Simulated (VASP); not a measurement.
# Hf: single point with PBE

Hf:

```
Hf
1.0
     3.19670    0.00000    0.00000
    -1.59835    2.76842    0.00000
     0.00000    0.00000    5.05780
Hf
2
Direct
  0.66667 0.33333 0.75000
  0.33333 0.66667 0.25000
```

```json
{
 "Program": "VASP 6.6.1",
 "Task": "single point",
 "Functional": "PBE",
 "Potentials or basis": "VASP PAW PBE potentials, release 64 (Hf)",
 "Cutoff": "500 eV",
 "k mesh": "10 × 10 × 5",
 "Occupations": "gaussian, width 0.1 eV",
 "Spin": "no spin polarisation",
 "Further INCAR settings": "ALGO = Normal; EDIFF = 1e-07; NBANDS = 11"
}
```

| Property | Result |
| --- | --- |
| Pressure | -0.7 GPa |
| Band gap on the k mesh | none (metal or under the smearing width) |

Stress tensor (GPa, compression positive):
```
-0.50  0.00  0.00
 0.00 -0.50  0.00
 0.00  0.00 -1.15
```

Levels at points of the mesh, in eV from the Fermi level:
| k point | band 2 | band 3 | band 4 | band 5 | band 6 | band 7 |
| --- | --- | --- | --- | --- | --- | --- |
| (0.00, 0.00, 0.00) | -3.69 | 0.64 | 1.19 | 1.19 | 1.47 | 2.01 |
| (0.50, 0.00, 0.00) | -2.73 | -2.21 | -0.80 | 0.80 | 0.88 | 1.69 |

Run time: 25 s on 1 thread of Intel(R) Xeon(R) Platinum 8375C CPU @ 2.90GHz (Ice Lake), with other jobs on the host, peak memory 0.16 GiB.

Spin-orbit coupling is left out, which matters for the levels of Hf.
